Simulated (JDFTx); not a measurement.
TeH2, in a box:

```xyz
3
Lattice="11.0000 0.0000 0.0000 0.0000 11.0000 0.0000 0.0000 0.0000 10.0000" Properties=species:S:1:pos:R:3 pbc="T T T"
Te    6.2233    4.8574    5.4291
H     5.8960    6.4806    5.4362
H     4.8027    4.5613    4.6318
```

A run of JDFTx 1.7.0 (patched build) on this cell left the log below. Logs are shortened: lines on timing, memory, paths and dates and some standing lists are left out, and cuts for length are marked.

```text
*************** JDFTx 1.7.0 (patched build) ***************

Input parsed successfully to the following command list (including defaults):
[... the input with its defaults ...]

---------- Setting up symmetries ----------

Found 16 point-group symmetries of the bravais lattice
Found 1 space-group symmetries with basis
Applied RMS atom displacement 0 bohrs to make symmetries exact.

---------- Initializing the Grid ----------
R =
[       20.787            0            0  ]
[            0       20.787            0  ]
[            0            0      18.8973  ]
unit cell volume = 8165.48
G =
[   0.302265          0          0  ]
[          0   0.302265          0  ]
[          0          0   0.332492  ]
Minimum fftbox size, Smin = [  120  120  108  ]
Chosen fftbox size, S = [  120  120  108  ]

---------- Exchange Correlation functional ----------
Initalized PBEsol GGA exchange.
Initalized PBEsol GGA correlation.

---------- Setting up pseudopotentials ----------
Width of ionic core gaussian charges (only for fluid interactions / plotting) set to 0.280993

Reading pseudopotential file 'pseudo/Te.upf':
  'Te' pseudopotential, 'PBESOL' functional
  Generated using ONCVPSP code by D. R. Hamann
  16 valence electrons, 3 orbitals, 6 projectors, 1001 radial grid points, with lMax = 2
    4D    l: 2   occupation: 10.0   eigenvalue: -1.528329
    5S    l: 0   occupation:  2.0   eigenvalue: -0.556831
    5P    l: 1   occupation:  4.0   eigenvalue: -0.219319
  Core radius for overlap checks: 2.04 bohrs.

Reading pseudopotential file 'pseudo/H.upf':
  'H' pseudopotential, 'PBESOL' functional
  Generated using ONCVPSP code by D. R. Hamann
  1 valence electrons, 1 orbitals, 3 projectors, 1001 radial grid points, with lMax = 1
    1S    l: 0   occupation:  1.0   eigenvalue: -0.232696
  Core radius for overlap checks: 0.96 bohrs.

[... 41 lines left out ...]
     deltaS corrections:
       site 'C': 10.1572
       site 'Cl': -49.3256

Correction to mu due to finite nuclear width = -0.0010936
   Cavity determined by nc: 0.000115 and sigma: 0.6
   Effective cavity tension: -8.99e-06 Eh/bohr^2 to account for cavitation and dispersion.

-------- Electronic minimization -----------
	Linear fluid (dielectric constant: 2.238) occupying 0.886559 of unit cell:	Completed after 4 iterations at
ElecMinimize: Iter:   0  Etot: -94.464408121379478  |grad|_K:  3.909e-06  alpha:  1.000e+00
	Linear fluid (dielectric constant: 2.238) occupying 0.885825 of unit cell:	Completed after 1 iterations at
	Linear fluid (dielectric constant: 2.238) occupying 0.886066 of unit cell:	Completed after 0 iterations at
ElecMinimize: Iter:   1  Etot: -94.464417240004579  |grad|_K:  4.497e-06  alpha:  6.722e-01  linmin:  3.626e-04
	Linear fluid (dielectric constant: 2.238) occupying 0.885545 of unit cell:	Completed after 1 iterations at
	Linear fluid (dielectric constant: 2.238) occupying 0.885761 of unit cell:	Completed after 1 iterations at
ElecMinimize: Iter:   2  Etot: -94.464424308968518  |grad|_K:  3.045e-06  alpha:  3.939e-01  linmin: -1.824e-05
	Linear fluid (dielectric constant: 2.238) occupying 0.885655 of unit cell:	Completed after 0 iterations at
	Linear fluid (dielectric constant: 2.238) occupying 0.885662 of unit cell:	Completed after 0 iterations at
ElecMinimize: Iter:   3  Etot: -94.464427336518227  |grad|_K:  2.331e-06  alpha:  3.682e-01  linmin:  1.082e-03
	Linear fluid (dielectric constant: 2.238) occupying 0.885600 of unit cell:	Completed after 0 iterations at
	Linear fluid (dielectric constant: 2.238) occupying 0.885614 of unit cell:	Completed after 0 iterations at
ElecMinimize: Iter:   4  Etot: -94.464428717826920  |grad|_K:  1.812e-06  alpha:  2.870e-01  linmin:  2.457e-03
	Linear fluid (dielectric constant: 2.238) occupying 0.885579 of unit cell:	Completed after 0 iterations at
	Linear fluid (dielectric constant: 2.238) occupying 0.885575 of unit cell:	Completed after 0 iterations at
ElecMinimize: Iter:   5  Etot: -94.464429667894194  |grad|_K:  1.217e-06  alpha:  3.261e-01  linmin: -1.544e-02
	Linear fluid (dielectric constant: 2.238) occupying 0.885546 of unit cell:	Completed after 0 iterations at
	Linear fluid (dielectric constant: 2.238) occupying 0.885538 of unit cell:	Completed after 0 iterations at
ElecMinimize: Iter:   6  Etot: -94.464430226653207  |grad|_K:  8.571e-07  alpha:  4.146e-01  linmin: -2.734e-02
ElecMinimize: Converged (|Delta Etot|<1.000000e-06 for 2 iters).
Setting wave functions to eigenvectors of Hamiltonian

# Ionic positions in lattice coordinates:
ion Te   0.565754550000000   0.441586360000000   0.542910000000000 1
ion H   0.536000000000000   0.589150000000000   0.543620000000000 1
ion H   0.436609090000000   0.414668180000000   0.463180000000000 1

# Forces in Cartesian coordinates:
force Te   0.005085288607101  -0.003815744218345   0.002260712003137 1
force H  -0.001367621335680   0.004704178433560  -0.000198412152376 1
force H  -0.004318002762533  -0.000419974691343  -0.002403069565715 1

# Energy components:
   A_diel =       -0.0045767803014657
   Eewald =      -12.2258440091339349
       EH =       66.6102780661747005
     Eloc =     -163.3106689688268318
      Enl =      -29.7511826573522313
      Exc =      -24.9855479852191955
 Exc_core =       11.3310415103571724
       KE =       57.8720705976485803
-------------------------------------
     Etot =      -94.4644302266532065

IonicMinimize: Iter:   0  Etot: -94.464430226653207  |grad|_K:  3.231e-03
IonicMinimize: None of the convergence criteria satisfied after 0 iterations.

#--- Lowdin population analysis ---
# oxidation-state Te +0.057
# oxidation-state H +0.027 +0.028

Dumping 'fluid.eigStats' ...
	eMin: -1.504032 at state 0 ( [ +0.000000 +0.000000 +0.000000 ] spin 0 )
	HOMO: -0.190688 at state 0 ( [ +0.000000 +0.000000 +0.000000 ] spin 0 )
	mu  : unavailable
	LUMO: unavailable
	eMax: -0.190688 at state 0 ( [ +0.000000 +0.000000 +0.000000 ] spin 0 )
	HOMO-LUMO gap: unavailable
	Optical gap  : unavailable
Done!
[note: without ions in the liquid mu and the levels have no absolute zero]
```

Q: Write the input and the command behind it.

A: Solvation with PBEsol, no spin polarisation. The files as run (others can give the same):

fluid.in
```
lattice \
   20.7869873709     0.0000000000     0.0000000000 \
    0.0000000000    20.7869873709     0.0000000000 \
    0.0000000000     0.0000000000    18.8972612463
coords-type Lattice
ion Te     0.5657545500     0.4415863600     0.5429100000 1
ion H      0.5360000000     0.5891500000     0.5436200000 1
ion H      0.4366090900     0.4146681800     0.4631800000 1

ion-species pseudo/Te.upf
ion-species pseudo/H.upf
elec-cutoff 40
elec-ex-corr gga-PBEsol
kpoint-folding 1 1 1
elec-n-bands 9
electronic-minimize nIterations 100 energyDiffThreshold 1e-06
fluid LinearPCM
pcm-variant GLSSA13
fluid-solvent CCl4
fluid-minimize nIterations 200 knormThreshold 1e-10
initial-state vacuum.$VAR
core-overlap-check none
forces-output-coords Cartesian

dump-name fluid.$VAR
dump End Ecomponents EigStats BandEigs Kpoints Forces ElecDensity Dtot KEdensity
```

Potentials or basis: PseudoDojo-SR-PBEsol-0.4.1-standard with smoothed tails.
Launch:
```console
$ jdftx -c 1 -i fluid.in -o fluid.out
```

Caveat: the liquid is a continuum model, checked here against plausible ranges alone.
